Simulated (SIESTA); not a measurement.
CoO:

```xyz
2
Lattice="-1.5080 1.5080 2.1072 1.5080 -1.5080 2.1072 1.5080 1.5080 -2.1072" Properties=species:S:1:pos:R:3 pbc="T T T"
Co    0.0000    0.0000    0.0000
O     0.0000    0.0000    2.1072
```

| Item | Value |
| --- | --- |
| Program | SIESTA 5.4.2 |
| Task | single point |
| Functional | PBE |
| Potentials or basis | PseudoDojo 0.4 standard (PBE files) |
| Basis | DZP (energy shift 0.002 Ry) |
| Grid cutoff | 800 Ry |
| Energy shift | 0.002 Ry |
| k mesh | 12 × 12 × 12 |
| Occupations | fermi-dirac, width 0.05 eV |
| Spin | collinear spin, ferromagnetic start |
| Starting moments | [2.0, 0.0] μB |

On this cell: pressure 1.3 GPa; largest force under 0.003 eV/Å; net moment 2.97 μB per cell; site moments Co +2.61; O +0.35 μB; band gap on the k mesh none (metal or under the smearing width).

The same run follows on a disturbed copy (atoms moved at random, drawn with an rms of 0.05 Å):

```
Co O
1.0
    -1.50800    1.50800    2.10725
     1.50800   -1.50800    2.10725
     1.50800    1.50800   -2.10725
Co O
1 1
Direct
  0.99472 0.00494 0.01533
  0.51463 0.49959 0.00496
```

Q: What does the disturbed cell give?

A: The energy (extrapolated to zero smearing) moves by +2.6 meV/atom; pressure 1.8 GPa; largest force 0.149 eV/Å; net moment 2.97 μB per cell; site moments Co +2.61; O +0.36 μB; band gap on the k mesh none (metal or under the smearing width).

Forces on the atoms (eV/Å):
```
Co  -0.071  0.032  0.127
O    0.071 -0.032 -0.127
```

Stress tensor (GPa, compression positive):
```
 1.05 -0.41  0.33
-0.41  1.28 -0.15
 0.33 -0.15  3.02
```

Caveats: semicore shells carry a single zeta, which can move pressures by several GPa and volumes by a few percent; the basis of atomic orbitals isn't converged, which shifts pressures, moduli and gaps; a cell with one magnetic atom can't hold antiferromagnetic order, which such compounds often take; semilocal functionals often make such compounds metallic where correlation or magnetic order opens a gap, which also shifts bond lengths.
